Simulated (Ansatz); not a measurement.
## Calculated 33S NMR of the central transition for ZnS under strain

Cell: a computed structure from the Materials Project (it need not be an observed phase), relaxed with PBE at fixed cell and then changed (x and y compressed by 1 %).

```cif
data_structure
_symmetry_space_group_name_H-M 'P 1'
_symmetry_Int_Tables_number 1
_cell_length_a 3.7670
_cell_length_b 3.7670
_cell_length_c 24.9159
_cell_angle_alpha 90.000
_cell_angle_beta 90.000
_cell_angle_gamma 120.000
_cell_volume 306.20
loop_
_atom_site_label
_atom_site_type_symbol
_atom_site_fract_x
_atom_site_fract_y
_atom_site_fract_z
_atom_site_occupancy
Zn1 Zn 0.33333 0.66667 0.12512 1
Zn2 Zn 0.00000 0.00000 0.00016 1
Zn3 Zn 0.66667 0.33333 0.62505 1
Zn4 Zn 0.66667 0.33333 0.87514 1
Zn5 Zn 0.00000 0.00000 0.75002 1
Zn6 Zn 0.33333 0.66667 0.50008 1
Zn7 Zn 0.00000 0.00000 0.37509 1
Zn8 Zn 0.66667 0.33333 0.25013 1
S9 S 0.66667 0.33333 0.34372 1
S10 S 0.66667 0.33333 0.71858 1
S11 S 0.33333 0.66667 0.21873 1
S12 S 0.00000 0.00000 0.84367 1
S13 S 0.66667 0.33333 0.96881 1
S14 S 0.00000 0.00000 0.09373 1
S15 S 0.33333 0.66667 0.59369 1
S16 S 0.00000 0.00000 0.46869 1
```

Atom numbers follow the list; atoms alike are taken as one site, whose name carries the number of the first.

Level of theory: DFT, PBE, plane waves and PAW, scalar-relativistic, 420 eV cutoff, Γ-centred 9×9×2 k-points, Fermi–Dirac smearing 0.02 eV (Ansatz 0.2.0).

33S has I = 3/2 and Q = -69.40 mb (Pyykkö 2018); at 35.2 T its Larmor frequency is ν₀ = 115.2 MHz. Only the quadrupole interaction is simulated: positions count from each site's isotropic chemical shift, and J coupling is left out, as are shift anisotropy and dipolar coupling, which fast spinning averages.

Task: Give C_Q, η, the quadrupolar product P_Q = |C_Q|(1 + η²/3)^½, the second-order isotropic shift and the breadth of the pattern (fast magic-angle spinning) for each S site.

Result: 

| site | first shell | C_Q (MHz) | η | P_Q (MHz) | δ_QIS (ppm) | breadth (kHz) |
| --- | --- | --- | --- | --- | --- | --- |
| S9 | 4 Zn at 2.31–2.33 Å | -0.503 | 0.00 | 0.503 | -0.476 | 0.118 |
| S10 | 4 Zn at 2.31–2.33 Å | -0.572 | 0.00 | 0.572 | -0.618 | 0.152 |
| S11 | 4 Zn at 2.31–2.33 Å | -0.521 | 0.00 | 0.521 | -0.512 | 0.126 |
| S12 | 4 Zn at 2.31–2.33 Å | -0.832 | 0.00 | 0.832 | -1.31 | 0.322 |
| S13 | 4 Zn at 2.31–2.33 Å | -0.749 | 0.00 | 0.749 | -1.06 | 0.261 |
| S15 | 4 Zn at 2.31–2.33 Å | -0.507 | 0.00 | 0.507 | -0.485 | 0.120 |
| S16 | 4 Zn at 2.31–2.33 Å | -0.513 | 0.00 | 0.513 | -0.496 | 0.122 |

δ_QIS = −(ν_Q²/30ν₀²)[I(I+1) − 3/4](1 + η²/3) × 10⁶ ppm with ν_Q = 3|C_Q|/[2I(2I−1)]; it falls as 1/B₀² in ppm, and the breadth as 1/B₀ in kHz.

An axis of threefold or higher order runs through S9, S10, S11, S12, S13 and S15 and others, so V_zz lies along it and η is zero.
